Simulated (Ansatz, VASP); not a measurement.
This is a calculation of Cu for VASP 6.6.1.

File INCAR:

```
PREC = Accurate
ENCUT = 600
EDIFF = 1E-6
ISMEAR = -1
SIGMA = 0.05
LREAL = False
LASPH = True
NELM = 100
ALGO = Normal
ISIF = 3
LWAVE = False
LCHARG = False
GGA = PS
IBRION = 2
NSW = 80
EDIFFG = -0.005
```

KPOINTS

```
regular mesh
0
Gamma
  13 13 13
```

File POSCAR:

```
Cu
1.0
   -1.4427933200      1.4427933200      1.3760814500
    1.4427933200     -1.4427933200      1.3760814500
    1.4427933200      1.4427933200     -1.3760814500
Cu
1
Direct
    0.0000000000      0.0000000000      0.0000000000
```

Potentials or basis: VASP PAW PBE potentials, release 64 (Cu).

Command:

```bash
$ cat potpaw_PBE.64/Cu/POTCAR > POTCAR
$ mpirun -np 1 vasp_std > vasp.out
```

**Question.** Set up the same calculation for Ansatz 0.2.0. Potentials there: all-electron LAPW, scalar-relativistic.

**Answer.** As run (the cutoff follows the program's own potentials):

File input.yaml:

```yaml
crystal:
  lattice:
    - [-1.44279332, 1.44279332, 1.37608145]
    - [1.44279332, -1.44279332, 1.37608145]
    - [1.44279332, 1.44279332, -1.37608145]
  atoms:
    - { symbol: Cu, position: [0.0, 0.0, 0.0] }
kpoints:
  mp_grid: { grid: [13, 13, 13] }
scf:
  occupations: { method: fermi_dirac, width: 0.05 }
hamiltonian:
  xc: pbesol
  pseudopotentials: { kind: all_electron, lapw: { basis_error: 0.001 } }
output:
  forces: true
  stress: true
relax:
  f_tol: 0.005
  max_steps: 60
  cell: {}
```

Potentials or basis: all-electron LAPW, scalar-relativistic.

Run with:

```bash
$ ansatz run input.yaml --threads 1 --pin off --max-ram 3072MiB --backend cpu --events-out ev --progress --plain --runs-dir out
```

Both were run:

|  | VASP | Ansatz | Ansatz less VASP |
| --- | --- | --- | --- |
| relaxed volume (Å³/atom) | 11.42 | 11.36 | -0.056 |
| relaxed cell length with the largest relative difference (Å) | 2.458 | 2.454 | -0.0041 |

Ansatz ran all-electron here, so the differences hold the error of VASP's frozen core and of both bases.

Caveats: the PAW data sets were made with another functional, which shifts forces and pressure a little (VASP).
